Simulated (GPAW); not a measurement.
TiTe in GPAW: the effect of Hubbard term

TiTe:

```
Ti Te
1.0
     0.00000    3.05007    3.05007
     3.05007    0.00000    3.05007
     3.05007    3.05007    0.00000
Ti Te
1 1
Direct
  0.50000 0.50000 0.50000
  0.00000 0.00000 0.00000
```

The cell comes from a database or a generator and needn't be the stable form of this composition.

Alike in all runs:

| Property | Result |
| --- | --- |
| Program | GPAW 26.7.0 |
| Task | single point |
| Functional | r2SCAN |
| Potentials or basis | GPAW PAW data sets (gpaw-data 1.2.1) |
| Cutoff | 600 eV |
| Basis | pw |
| k mesh | 8 × 8 × 8 |
| Occupations | fermi-dirac, width 0.05 eV |
| Spin | no spin polarisation |
| Maxiter | 150 |

| Hubbard term | pressure (GPa) |
| --- | --- |
| none | ? |
| Ti d U = 2 eV | -10.9 |
| Ti d U = 3 eV | -10.5 |
| Ti d U = 4 eV | -10.2 |
| Ti d U = 5 eV | -9.9 |
| Ti d U = 6 eV | -9.6 |
| Ti d U = 8 eV | -9.1 |

Question: What does the run with Hubbard term none give?

Answer: Pressure -11.7 GPa.

Worked out: A straight line through the other rows of the pressure, of slope 0.297 GPa per eV, extrapolates to -11.4 GPa, against the run's -11.7. The fit is too stiff a form for this range.

Caveats: the PAW data sets were made with another functional, which shifts forces and pressure a little; U without spin polarisation on a metal has little footing (some runs); the U is typed as a test and isn't derived for this compound (some runs).
